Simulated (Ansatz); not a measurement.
## Rh, one cell by several methods

```yaml
crystal:
  lattice:
    - [0.00000, 1.84450, 1.90155]
    - [1.84450, 0.00000, 1.90155]
    - [1.84450, 1.84450, 0.00000]
  atoms:
    - { symbol: Rh, position: [0.00000, 0.00000, 0.00000] }
```

The cell comes from COD entry 9008482, which wasn't checked; take it as a given geometry. The listed cell was then made from it by scaling, straining or moving an atom.

All numbers are computed: DFT, PBE, PAW with Ansatz's default frozen-core files, scalar-relativistic (Ansatz 0.2.0); DFT, PBE, all-electron PAW with datasets made for the crystal, scalar-relativistic (Ansatz 0.2.0); DFT, PBE, all-electron LAPW, scalar-relativistic (Ansatz 0.2.0).

For PAW: a Γ-centred 16×16×16 k mesh, Fermi–Dirac smearing of 0.08 eV, cutoff 420 eV, no spin polarisation. The crystal-made all-electron datasets (AE datasets) take a cutoff of 320 eV at this cell. LAPW targets a basis error of 1 meV/atom. The Ansatz runs share mesh, smearing and spin set-up. Plane-wave (PAW) pressures include the program's estimate of the Pulay term.

Stress and pressure are positive in compression.

The change that made this cell: equal xx and yy strain of -3 %.

```json
{"quantity": "pressure (GPa)", "PAW": "26.51", "AE datasets": "26.47", "LAPW": "26.47"}
{"quantity": "stress xx (GPa)", "PAW": "29.50", "AE datasets": "29.45", "LAPW": "29.45"}
{"quantity": "stress zz (GPa)", "PAW": "20.54", "AE datasets": "20.50", "LAPW": "20.50"}
```

PAW's pressure differs from the LAPW value by +0.04 GPa.
